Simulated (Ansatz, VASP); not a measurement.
## W in VASP and in Ansatz

The input POSCAR:

```
W
1.0
   -1.5334080000      1.5334080000      1.5334080000
    1.5334080000     -1.5334080000      1.5334080000
    1.5334080000      1.5334080000     -1.5334080000
W
1
Direct
    0.0000000000      0.0000000000      0.0000000000
```

Contents of INCAR.step1:

```
PREC = Accurate
ENCUT = 520
ISMEAR = 0
SIGMA = 0.15
LREAL = F
LASPH = T
NELM = 80
NBANDS = 13
GGA = PE
ALGO = Normal
EDIFF = 1E-4
LWAVE = T
LCHARG = F
```

INCAR.step2

```
PREC = Accurate
ENCUT = 520
EDIFF = 1E-6
ISMEAR = 0
SIGMA = 0.15
LREAL = F
LASPH = T
NELM = 80
ALGO = Normal
ISIF = 2
LWAVE = F
LCHARG = F
METAGGA = R2SCAN
LMIXTAU = T
NBANDS = 13
ISTART = 1
```

Contents of KPOINTS:

```
Automatic mesh
0
Gamma
  14 14 14
```

Input for Ansatz:

```yaml
crystal:
  lattice:
    - [-1.533408, 1.533408, 1.533408]
    - [1.533408, -1.533408, 1.533408]
    - [1.533408, 1.533408, -1.533408]
  atoms:
    - { symbol: W, position: [0.0, 0.0, 0.0] }
basis:
  ecutwfc: 500
kpoints:
  mp_grid: { grid: [14, 14, 14] }
hamiltonian:
  xc: r2scan
scf:
  occupations: { method: gaussian, width: 0.15 }
output:
  forces: true
  stress: true
  eigenvalues: true
```

Change from the starting cell: strain -0.040 along x and y, -0.040 along z, atoms carried along.

Alike in both runs: task single point; functional r2SCAN; k mesh 14 × 14 × 14; occupations gaussian, width 0.15 eV; no spin polarisation.

```csv
,VASP,Ansatz
version,VASP 6.6.1,Ansatz 0.2.0
potentials or method,"VASP PAW PBE potentials, release 64 (W_sv)","scalar-relativistic, plane waves, PAW"
plane-wave cutoff (eV),520,500
valence electrons in the cell,14,14
```

|  | VASP | Ansatz | Ansatz less VASP |
| --- | --- | --- | --- |
| gap on the k mesh at the Fermi level (eV) | none | none | - |
| pressure (GPa) | 40.3 | 38.3 | -1.97 |

A gap of «none» marks a metal or a gap that the smearing closes. The functional is the same, so the differences come from potentials, cutoffs and numerics.

Caveats: so large a pressure means that the cell lies far from this level's equilibrium, or that cutoff or potentials fall short (VASP); the potentials were made for another functional, which shifts forces and pressure (VASP). The runs have no spin-orbit coupling, so splittings on W are missing.
